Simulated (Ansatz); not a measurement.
Data:

LaAlO3:
```cif
data_AlLaO3
_chemical_formula_sum 'O3 Al1 La1'
_space_group_name_H-M_alt 'P 1'
_space_group_IT_number 1
_cell_length_a 3.81240
_cell_length_b 3.81240
_cell_length_c 3.81240
_cell_angle_alpha 90.000
_cell_angle_beta 90.000
_cell_angle_gamma 90.000
loop_
_space_group_symop_operation_xyz
  'x, y, z'
loop_
_atom_site_label
_atom_site_type_symbol
_atom_site_fract_x
_atom_site_fract_y
_atom_site_fract_z
_atom_site_occupancy
O1 O 0.50000 0.00000 0.00000 1
O2 O 0.00000 0.50000 0.00000 1
O3 O 0.00000 0.00000 0.50000 1
Al1 Al 0.00000 0.00000 0.00000 1
La1 La 0.50000 0.50000 0.50000 1
```

This is the PBE-relaxed structure.

Q: All from PBE (plane waves, PAW; program Ansatz), unless another level is named. Predict the highest zone-centre frequency (without LO–TO term).

A: 638 cm⁻¹.

Q: Predict the Debye temperature from the elastic constants.

A: 662 K.

Space group Pm-3m (cubic perovskite). This is a known high-temperature phase of the composition, computed here at zero pressure and temperature. Symmetry was held in the PBE relaxation. At this level the phase is dynamically unstable (imaginary phonons). Scalar-relativistic: spin–orbit coupling is off unless named, which matters more the heavier the elements.

Potentials: the later of the program's two PAW sets.
